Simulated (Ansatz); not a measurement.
# W (Pm-3n) in Ansatz: notebook

The runs below take W through relaxation of cell and atoms, with LDA, r2SCAN.

All numbers are computed with Ansatz 0.2.0; they aren't measurements. Logs are shortened: lines on timing, memory, paths and dates and some standing lists are left out, and cuts for length are marked.

**1. Starting point**

Symmetry: Pm-3n, No. 223, cubic system. The conventional cell has a = 5.083 Å, b = 5.083 Å, c = 5.083 Å, α = 90.00°, β = 90.00°, γ = 90.00°. W (site symmetry -4m2) is surrounded by 6 W at 2.54 to 2.84 Å. W (site symmetry m-3) has 12 W at 2.84 Å as nearest neighbours.

This isn't the form of W at room conditions, which is bcc.

**2. Relaxation of cell and atoms, LDA**

input.yaml reads:

```yaml
crystal:
  lattice:
    - [5.083, 0.0, 0.0]
    - [0.0, 5.083, 0.0]
    - [0.0, 0.0, 5.083]
  atoms:
    - { symbol: W, position: [0.5, 0.25, 0.0] }
    - { symbol: W, position: [0.5, 0.75, 0.0] }
    - { symbol: W, position: [0.75, 0.0, 0.5] }
    - { symbol: W, position: [0.25, 0.0, 0.5] }
    - { symbol: W, position: [0.0, 0.5, 0.75] }
    - { symbol: W, position: [0.0, 0.5, 0.25] }
    - { symbol: W, position: [0.5, 0.5, 0.5] }
    - { symbol: W, position: [0.0, 0.0, 0.0] }
hamiltonian:
  xc: lda
  pseudopotentials: { kind: paw }
kpoints:
  mp_grid: { grid: [5, 5, 5] }
scf:
  occupations: { method: fermi_dirac, width: 0.05 }
output:
  forces: true
  stress: true
  eigenvalues: true
relax:
  f_tol: 0.01
  max_steps: 40
  cell: { stress_tol: 0.05 }
```

Potentials or basis: Ansatz PAW.

Command:

```
$ ansatz run input.yaml --threads 4 --pin off --max-ram 11264MiB --backend cpu --events-out ev --progress --plain --runs-dir out
```

Log:

```text
Warning: RAYON_NUM_THREADS=4 ignored (pool sized by the plan → 4); use --threads N
Engine: ansatz 0.2.0, x86_64-unknown-linux-gnu
Pseudopotentials: kind: paw
Pseudopotential: W, paw, valence charge 14, recommended cutoff 420 eV (normal), W.paw.azcp
Functional definition: SPW92
  exchange = slater_x
  correlation = pw_c
Crystal: 8 atoms, lattice volume = 131.329 Å³
Basis set: ecut = 420 eV, 2553 PW (Γ)
Bands: 68, of which v1, the nominal top of the filled ones, is band 56 counted from 1 (55 counted from 0)
Symmetry: 48 space group operations
Space group: Pm-3n (ITA 223), of the structure as read, at distance tolerance 5.1e-5 Å
k-points: 10 of 125
Non-local potential: W, projectors of the file, l = 0: 3, l = 1: 2, l = 2: 2, l = 3: 1
PAW form: soft (Blöchl's): semilocal exchange-correlation on the pseudo side does not see the compensation charge
PAW frozen core: W, regenerated for the run's functional, and the local potential with it (the file was generated under x = pbe(κ = 0.804, μ = 0.2195149727645171), c = pbe(β = 0.06672455060314922))
PAW one-centre angular grid: W, 590 points (default); XC on 64 Gauss nodes
Initial density: superposition of atomic densities (neutral atoms: chi_scale 0, normalization atom), corrected by the library's trained network
Initial wavefunctions: pseudopotential atomic-orbital guess
Functional: x = slater, c = lda
SCF iter   1: F=—  HF=-81037.749267 eV  |F-HF|=—  |Δ(HF+E_count)|=         —  Δρ=7.36e-3  dr2=5.64e-2  ethr=1.77e-3  ⟨swp⟩=4.2  Hψ=2509  notcnv=0  defer=5
preconditioner: auto → Kerker (q_TF=auto, 2.657 Å⁻¹)  [metal: Δε(μ)=0.098 eV  Ē_g=4.922 eV  σ=0.050 eV  W_gap=0.39  n_scr=32 (ndim 8)  ℏωp=22.4 eV  f_vac=0.000  D(μ)=2.36/eV (n_scr^D=18)]
SCF iter   2: F=—  HF=-81037.738155 eV  |F-HF|=—  |Δ(HF+E_count)|=   1.11e-2  Δρ=4.18e-3  dr2=1.72e-2  ethr=5.04e-5  ⟨swp⟩=1.0  Hψ=790  notcnv=0  defer=9
SCF iter   3: F=—  HF=-81037.733317 eV  |F-HF|=—  |Δ(HF+E_count)|=   4.84e-3  Δρ=4.02e-4  dr2=1.19e-4  ethr=1.54e-5  ⟨swp⟩=2.0  Hψ=868  notcnv=0  defer=9
SCF iter   4: F=—  HF=-81037.733301 eV  |F-HF|=—  |Δ(HF+E_count)|=   1.63e-5  Δρ=6.40e-5  dr2=2.61e-6  ethr=1.06e-7  ⟨swp⟩=2.0  Hψ=1121  notcnv=0  defer=9
SCF iter   5: F=—  HF=-81037.733288 eV  |F-HF|=—  |Δ(HF+E_count)|=   1.32e-5  Δρ=1.01e-5  dr2=7.94e-8  ethr=2.33e-9  ⟨swp⟩=2.2  Hψ=946  notcnv=0  defer=9
SCF iter   6: F=-81037.733288 eV  HF=-81037.733288 eV  |F-HF|=1.24e-9  |Δ(HF+E_count)|=   1.26e-8  Δρ=1.58e-6  dr2=2.80e-9  ethr=7.09e-11  ⟨swp⟩=8.1  Hψ=2526  notcnv=0
SCF 1 converged in 6 iterations: F = -81037.733288 eV  dr2 = 2.80e-9
relax step   1: F+E_penalty+E_count = -81037.73328797 eV  Δ(F+E_penalty+E_count) = +0.000e0 eV  max|allowed force component| = 1.156e-17 eV/Å  Δτ_max = 0.0000 Å  P = -14.434 GPa  Ω = 131.329 Å³  (6 SCF iters, dr2 threshold 1.00e-7 eV, accepted)
Crystal: 8 atoms, lattice volume = 113.043 Å³
Basis set: ecut = 420 eV, 2205 PW (Γ)
Initial density: handed on by an earlier stage of this run
Initial wavefunctions: those handed on with the density
iter 1 solved again at ethr=2.58e-5 eV; its pass at ethr=3.10e-3 eV (dr2=2.88e-2 eV) is discarded
SCF iter   1: F=—  HF=-81036.595141 eV  |F-HF|=—  |Δ(HF+E_count)|=         —  Δρ=6.29e-3  dr2=2.88e-2  ethr=2.58e-5  ⟨swp⟩=2.3  Hψ=3640  notcnv=0
preconditioner: auto → Resta (q_TF=auto, 2.724 Å⁻¹)  ε∞=18.7  [insulator: Δε(μ)=0.222 eV  Ē_g=5.751 eV  σ=0.050 eV  W_gap=0.73  n_scr=32 (ndim 8)  ℏωp=24.2 eV  f_vac=0.000  D(μ)=2.32/eV (n_scr^D=18)  ε∞_Penn≈18.7]
SCF iter   2: F=—  HF=-81036.594266 eV  |F-HF|=—  |Δ(HF+E_count)|=   8.75e-4  Δρ=3.47e-3  dr2=7.79e-3  ethr=2.57e-5  ⟨swp⟩=1.2  Hψ=683  notcnv=0
SCF iter   3: F=—  HF=-81036.593810 eV  |F-HF|=—  |Δ(HF+E_count)|=   4.56e-4  Δρ=4.01e-4  dr2=1.16e-4  ethr=6.95e-6  ⟨swp⟩=2.0  Hψ=1222  notcnv=0
SCF iter   4: F=—  HF=-81036.593777 eV  |F-HF|=—  |Δ(HF+E_count)|=   3.29e-5  Δρ=5.21e-5  dr2=2.52e-6  ethr=1.03e-7  ⟨swp⟩=2.0  Hψ=918  notcnv=0
iter 5 did not close the SCF: its close was put off for the readings that it lacked (scf_convergence_deferred on its scf_iter line)
SCF iter   5: F=-81036.593777 eV  HF=-81036.593777 eV  |F-HF|=1.74e-8  |Δ(HF+E_count)|=   3.60e-7  Δρ=8.44e-6  dr2=4.82e-8  ethr=2.25e-9  ⟨swp⟩=2.3  Hψ=958  notcnv=0
SCF iter   6: F=-81036.593777 eV  HF=-81036.593777 eV  |F-HF|=4.37e-10  |Δ(HF+E_count)|=   9.28e-9  Δρ=1.18e-6  dr2=1.12e-9  ethr=4.30e-11  ⟨swp⟩=3.5  Hψ=2193  notcnv=0
SCF 2 converged in 6 iterations: F = -81036.593777 eV  dr2 = 1.12e-9
[... 34 lines left out ...]
SCF iter   3: F=—  HF=-81038.024794 eV  |F-HF|=—  |Δ(HF+E_count)|=   7.83e-8  Δρ=1.20e-6  dr2=3.13e-10  ethr=2.95e-10  ⟨swp⟩=2.0  Hψ=1156  notcnv=0
iter 4 did not close the SCF: its close was put off for the readings that it lacked (scf_convergence_deferred on its scf_iter line)
SCF iter   4: F=-81038.024794 eV  HF=-81038.024794 eV  |F-HF|=0.00e0  |Δ(HF+E_count)|=  1.89e-10  Δρ=1.89e-7  dr2=1.61e-11  ethr=1.00e-12  ⟨swp⟩=2.1  Hψ=857  notcnv=0
iter 5 did not close the SCF: its close was put off for the readings that it lacked (scf_convergence_deferred on its scf_iter line)
SCF iter   5: F=-81038.024794 eV  HF=-81038.024794 eV  |F-HF|=1.46e-11  |Δ(HF+E_count)|=  4.37e-11  Δρ=1.78e-8  dr2=2.90e-13  ethr=1.00e-12  ⟨swp⟩=1.0  Hψ=680  notcnv=0
iter 6 did not close the SCF: its close was put off for the readings that it lacked (scf_convergence_deferred on its scf_iter line)
SCF iter   6: F=-81038.024794 eV  HF=-81038.024794 eV  |F-HF|=2.91e-11  |Δ(HF+E_count)|=  4.37e-11  Δρ=2.31e-9  dr2=9.04e-15  ethr=1.00e-12  ⟨swp⟩=1.0  Hψ=680  notcnv=0
iter 7 did not close the SCF: its close was put off for the readings that it lacked (scf_convergence_deferred on its scf_iter line)
SCF iter   7: F=-81038.024794 eV  HF=-81038.024794 eV  |F-HF|=1.46e-11  |Δ(HF+E_count)|=  1.46e-11  Δρ=8.61e-10  dr2=7.63e-16  ethr=1.00e-12  ⟨swp⟩=1.0  Hψ=680  notcnv=0
SCF iter   8: F=-81038.024794 eV  HF=-81038.024794 eV  |F-HF|=2.91e-11  |Δ(HF+E_count)|=  1.46e-11  Δρ=1.86e-10  dr2=7.35e-17  ethr=1.00e-12  ⟨swp⟩=1.9  Hψ=1449  notcnv=0
SCF 5 converged in 8 iterations: F = -81038.024794 eV  dr2 = 7.35e-17
relax step   5: F+E_penalty+E_count = -81038.02479422 eV  Δ(F+E_penalty+E_count) = +1.406e-3 eV  max|allowed force component| = 5.688e-17 eV/Å  Δτ_max = 0.0000 Å  P = -0.034 GPa  Ω = 125.140 Å³  stress off target by 3.39e-2 GPa  SCF on the basis re-selected at this cell (its energy is not comparable with the rows above)  (8 SCF iters)
basis re-selected at this cell: Δ(F+E_penalty+E_count) = +1.406e-3 eV, ΔP = -0.001 GPa vs the last step (what re-selecting the basis moved, of the pressure what is left beyond the Pulay correction that the steps carried, after the strain that the cell walked since its last selection, with what the two solves' SCF thresholds leave and, on support functions, any second-order correction that the steps lacked; it is no measure of the basis error at this ecutwfc). This SCF's stress stands 3.39e-2 GPa from its target on what of the cell is left free (relax.cell.stress_tol is 5.00e-2 GPa) and its largest allowed force component is 5.69e-17 eV/Å (relax.f_tol is 1.00e-2 eV/Å): within both
SCF converged after 8 iterations
Free energy (F): -81038.024794 eV
Harris-Foulkes:  -81038.024794 eV  (|F-HF|=2.91e-11)
Internal energy: -81038.005826 eV  (E = F + TS)
E sigma→0 (E₀):  -81038.015310 eV
Entropy (-TS):   -0.018968 eV (-2.371 meV/atom)
Fermi energy:    22.318426 eV
--- Per-component energies (eV) ---
  E_band       = -652.563773
  E_kinetic    = 3613.829857
  E_local      = -4832.064122  (includes V_loc(G=0)·N_el)
  E_nonlocal   = 52.375348
  E_hartree    = 1735.802475
  E_xc         = -2123.953318
  E_vxc        = -1916.125039  (∫ρ·V_xc dr)
  E_paw        = -66478.031851  (= ΣΔE_a)
  E_vpaw       = -1042.184261  (= ΣTr[D̂ρ^β])
  E_aug_tail   = -0.000508  (compensation charges beyond the density's cutoff)
  E_ewald      = -13008.228932
  E_core_change = 2.265223  (= ΣΔE_core)
  E_smearing   = -0.018968  (= −TS)
  E_closure    = 0.000000  (closes the sum)
  Σ components = -81038.024794   (vs F -81038.024794, Δ=0.00e0)
--- Forces (eV/Å), atoms counted from 1 ---
  atom   1  W     -0.00000000     0.00000000     0.00000000
  atom   2  W      0.00000000    -0.00000000    -0.00000000
  atom   3  W      0.00000000    -0.00000000     0.00000000
  atom   4  W      0.00000000     0.00000000    -0.00000000
  atom   5  W      0.00000000    -0.00000000    -0.00000000
  atom   6  W     -0.00000000     0.00000000     0.00000000
  atom   7  W      0.00000000    -0.00000000     0.00000000
  atom   8  W     -0.00000000     0.00000000     0.00000000
  max |Σ_I F_I| component: 5.67e-17 eV/Å
--- Stress (GPa, compression-positive) ---
       -0.033883       0.000000      -0.000000
        0.000000      -0.033883      -0.000000
       -0.000000       0.000000      -0.033883
  P = ⅓ Tr σ = -0.0339 GPa (-0.339 kbar)
--- Band table (eV; the first three rows and the last of 10) ---
  k-point 0: bands = ["-51.5268", "-51.4698", "-51.4698", "-51.3079", "-51.3079", "-51.3079", "-51.1027", "-51.0871", "-16.7258", "-16.7258", "-16.5648", "-16.2236", "-16.2236", "-16.2236", "-15.8544", "-15.8544", "-15.8544", "-15.5988", "-15.5988", "-15.5988", "-15.4826", "-15.4826", "-15.4826", "-15.1478", "-15.1478", "-15.1478", "-15.1447", "-15.1447", "-15.1447", "-14.7221", "-14.7221", "-14.7221", "12.9596", "16.4268", "16.4268", "17.4448", "17.8116", "17.8116", "17.8116", "18.4733", "18.8138", "18.8138", "18.8138", "19.4606", "19.4694", "19.4694", "19.4694", "20.2293", "20.2293", "20.3938", "20.3938", "20.3938", "20.8081", "20.8081", "21.8324", "21.8324", "21.8324", "24.0066", "24.0066", "24.0066", "24.0731", "24.0731", "24.0731", "24.2609", "24.2609", "25.4036", "25.4036", "26.4484"]
  k-point 1: bands = ["-51.5174", "-51.4729", "-51.4581", "-51.3256", "-51.3079", "-51.3079", "-51.1016", "-51.0891", "-16.7353", "-16.6729", "-16.4764", "-16.2112", "-16.2112", "-16.1336", "-15.9019", "-15.9019", "-15.7878", "-15.5878", "-15.5651", "-15.5651", "-15.5100", "-15.5100", "-15.4938", "-15.2424", "-15.1853", "-15.1355", "-15.1355", "-15.1228", "-15.1228", "-14.9191", "-14.7254", "-14.7254", "13.3462", "16.2521", "16.7951", "16.8256", "17.8218", "17.8218", "18.3850", "18.5764", "18.5764", "18.5781", "18.8481", "18.9512", "19.3317", "19.5881", "19.5881", "19.5962", "20.5523", "20.5523", "20.7327", "20.8072", "20.9278", "21.1009", "21.8135", "21.8135", "22.2135", "22.7737", "23.7575", "23.7575", "23.9580", "24.3120", "24.5232", "24.5232", "25.0189", "25.1425", "25.8403", "26.5628"]
  k-point 2: bands = ["-51.4985", "-51.4825", "-51.4218", "-51.3702", "-51.3079", "-51.3079", "-51.0986", "-51.0939", "-16.7346", "-16.7007", "-16.1922", "-16.1922", "-16.0564", "-15.9525", "-15.9525", "-15.9007", "-15.7157", "-15.5955", "-15.5955", "-15.5589", "-15.5230", "-15.4999", "-15.4900", "-15.4900", "-15.3217", "-15.2932", "-15.1156", "-15.1156", "-15.0917", "-15.0917", "-14.7311", "-14.7311", "14.3735", "15.6339", "16.4231", "16.8187", "17.7498", "17.7498", "18.3410", "18.3410", "18.3846", "18.5838", "18.9478", "19.1135", "19.3485", "19.8300", "19.8300", "20.0476", "20.7286", "20.8113", "21.0144", "21.0980", "21.0980", "21.4828", "21.5360", "21.5360", "22.3481", "23.0600", "23.0600", "23.0773", "23.8042", "24.2952", "24.5416", "24.5568", "25.1716", "25.2205", "25.2205", "25.9311"]
  k-point 9: bands = ["-51.4306", "-51.4210", "-51.4210", "-51.3705", "-51.3705", "-51.3670", "-51.1020", "-51.1015", "-16.2035", "-16.2035", "-16.1895", "-15.9431", "-15.9431", "-15.9374", "-15.9139", "-15.7939", "-15.6704", "-15.6683", "-15.6683", "-15.5504", "-15.5504", "-15.5344", "-15.5344", "-15.4590", "-15.4590", "-15.4313", "-15.2216", "-15.2184", "-15.2184", "-15.1940", "-15.1703", "-15.1703", "16.5109", "16.8913", "16.8913", "17.3214", "17.3922", "17.3922", "17.6133", "17.7936", "18.9551", "18.9551", "19.0970", "19.0970", "19.6831", "19.6831", "19.9745", "20.0035", "20.0038", "20.0038", "20.2963", "20.5409", "20.5409", "21.4998", "21.8873", "21.8873", "23.0531", "23.0531", "23.8206", "24.3576", "24.5302", "24.7687", "24.7687", "24.8693", "25.0278", "25.0278", "25.1772", "25.1772"]
--- Relaxed structure (4 steps of the walk, 3 accepted, 1 SCFs on fresh bases) ---
  F+E_penalty+E_count = -81038.02479422 eV   max|allowed force component| = 5.688e-17 eV/Å   (the final SCF, on the basis selected at the relaxed cell)
  cell:  # Å, volume = 125.1403 Å³
    - [5.001869840503832, -2.407412430484045e-34, 1.6049416203226964e-34]
    - [-7.5432256155166735e-34, 5.001869840503832, -1.2839532962581572e-34]
    - [-4.81482486096809e-34, -1.2839532962581572e-34, 5.001869840503832]
  atoms:
    - { symbol: W, position: [0.5, 0.25, -1.4800637114425794e-37] }
    - { symbol: W, position: [0.5, 0.75, -1.4800637114425393e-37] }
    - { symbol: W, position: [0.75, -5.608824773154274e-36, 0.5] }
    - { symbol: W, position: [0.25, -8.325358376864426e-38, 0.5] }
    - { symbol: W, position: [-7.298564177051209e-36, 0.5, 0.75] }
    - { symbol: W, position: [5.3313128272588154e-36, 0.5, 0.25] }
    - { symbol: W, position: [0.5, 0.5, 0.5] }
    - { symbol: W, position: [-1.5756511594732478e-36, -6.259436112975915e-37, -3.453481993366022e-37] }
```

Wall time 17 s (4 threads of Intel Xeon at 2.50GHz (Skylake/Cascade Lake), shared host); peak memory 0.55 GiB.

What came out:

```yaml
Free_energy: -81038.0248 eV
Relaxed_volume: 15.64 Å³/atom
Relaxed_cell: a = 5.002 Å, b = 5.002 Å, c = 5.002 Å, α = 90.00°, β = 90.00°, γ = 90.00°
Space_group_after_relaxing_to_0.05_Å: Pm-3n (No. 223)
Energy_gained_by_relaxing: 36.4 meV/atom
Ionic_steps: 4
Pressure_after_relaxing: 0.0 GPa
Band_gap_on_the_k_mesh: none (metal or under the smearing width)
```

The path:
```tsv
step	energy change (eV)	largest force (eV/Å)	volume (Å³)
1	0.0000	0.0000	131.33
2	-0.2855	0.0000	126.07
3	-0.2929	0.0000	125.14
4	-0.2915	0.0000	125.14
```

Final structure:
```
W
1.0
     5.00187    0.00000    0.00000
     0.00000    5.00187    0.00000
     0.00000    0.00000    5.00187
W
8
Cartesian
  2.5009 1.2505 0.0000
  2.5009 3.7514 0.0000
  3.7514 0.0000 2.5009
  1.2505 0.0000 2.5009
  0.0000 2.5009 3.7514
  0.0000 2.5009 1.2505
  2.5009 2.5009 2.5009
  0.0000 0.0000 0.0000
```

Levels at points of the mesh, in eV from the Fermi level:
```tsv
k point	band 53	band 54	band 55	band 56	band 57	band 58	band 59	band 60
(0.00, 0.00, 0.00)	-1.51	-1.51	-0.49	-0.49	-0.49	1.69	1.69	1.69
```

Caveat: the plane-wave basis is chosen anew once the cell has moved, so the energies of steps on either side of that aren't comparable; the PAW data sets come from PBE, with cores solved anew for the run's functional, which leaves a small shift of forces and pressure.

**3. Relaxation of cell and atoms, r2SCAN**

Edit input.yaml of step 2 so:

```diff
@@ -15,3 +15,3 @@
 hamiltonian:
-  xc: lda
+  xc: r2scan
   pseudopotentials: { kind: paw }
@@ -25,2 +25,6 @@
   eigenvalues: true
+  write_density: true
+  write_potential: true
+  elf: true
+  volumetric_format: npy
 relax:
```

Potentials or basis: Ansatz PAW.

Command:

```
$ ansatz run input.yaml --threads 4 --pin off --max-ram 11264MiB --backend cpu --events-out ev --progress --plain --runs-dir out
```

Run time: 36 s. Hardware: 4 threads of Intel Xeon at 2.50GHz (Skylake/Cascade Lake), shared host; peak memory 0.82 GiB.

It converged, with:

```yaml
Free_energy: -83177.5222 eV
Relaxed_volume: 16.12 Å³/atom
Relaxed_cell: a = 5.052 Å, b = 5.052 Å, c = 5.052 Å, α = 90.00°, β = 90.00°, γ = 90.00°
Space_group_after_relaxing_to_0.05_Å: Pm-3n (No. 223)
Energy_gained_by_relaxing: 5.3 meV/atom
Ionic_steps: 4
Pressure_after_relaxing: 0.0 GPa
Band_gap_on_the_k_mesh: none (metal or under the smearing width)
```

Step by step:
```
step  energy change (eV)  largest force (eV/Å)  volume (Å³)
   1              0.0000                0.0000       131.33
   2             -0.0431                0.0000       129.17
   3             -0.0436                0.0000       128.94
   4             -0.0423                0.0000       128.94
```

Final structure:
```yaml
crystal:
  lattice:
    - [5.05194, 0.00000, 0.00000]
    - [0.00000, 5.05194, 0.00000]
    - [0.00000, 0.00000, 5.05194]
  atoms:
    - { symbol: W, position: [0.50000, 0.25000, 0.00000] }
    - { symbol: W, position: [0.50000, 0.75000, 0.00000] }
    - { symbol: W, position: [0.75000, 0.00000, 0.50000] }
    - { symbol: W, position: [0.25000, 0.00000, 0.50000] }
    - { symbol: W, position: [0.00000, 0.50000, 0.75000] }
    - { symbol: W, position: [0.00000, 0.50000, 0.25000] }
    - { symbol: W, position: [0.50000, 0.50000, 0.50000] }
    - { symbol: W, position: [0.00000, 0.00000, 0.00000] }
```

Levels at points of the mesh, in eV from the Fermi level:
| k point | band 53 | band 54 | band 55 | band 56 | band 57 | band 58 | band 59 | band 60 |
| --- | --- | --- | --- | --- | --- | --- | --- | --- |
| (0.00, 0.00, 0.00) | -1.54 | -1.54 | -0.41 | -0.41 | -0.41 | 1.79 | 1.79 | 1.79 |

Caveat: the plane-wave basis is chosen anew once the cell has moved, so the energies of steps on either side of that aren't comparable; the PAW data sets come from PBE, with cores solved anew for the run's functional, which leaves a small shift of forces and pressure. The run has no spin-orbit coupling, so splittings on W are missing.
